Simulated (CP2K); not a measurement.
SrO:

```
Sr O
1.0
     3.62930    0.00000    0.00000
     1.81465    3.14306    0.00000
     1.81465    1.04769    2.96331
Sr O
1 1
Cartesian
  3.6293 2.0954 1.4817
  0.0000 0.0000 0.0000
```

Base run:

- Program: CP2K 2026.2
- Functional: PBE
- Potentials or basis: POTENTIAL_UZH Sr GTH-PBE-q10, O GTH-PBE-q6; TZVP-MOLOPT-PBE-GTH basis
- Density cutoff: 8163 eV
- k mesh: 9 × 9 × 9
- Occupations: fermi-dirac, width 0.05 eV
- Spin: no spin polarisation

Its results: band gap on the k mesh 3.52 eV, indirect (least direct gap 3.61 eV); pressure 4.7 GPa.

Question: After a change of settings the same cell gave: band gap on the k mesh 3.59 eV, indirect (least direct gap 3.68 eV); pressure 6.8 GPa. Which change was it?
A. ngrids from 5 to 4
B. functional from PBE to PBEsol; ngrids from 5 to 4
C. functional from PBE to revPBE

Answer: C.

revPBE binds less tightly than PBE, so the same cell stands under more pressure.

Caveats: the basis of atomic orbitals isn't converged, which shifts pressures, moduli and gaps; an odd mesh through Γ misses points on the zone boundary, where band edges often lie (some runs); the potentials were made for another functional, which shifts forces and pressure (some runs).
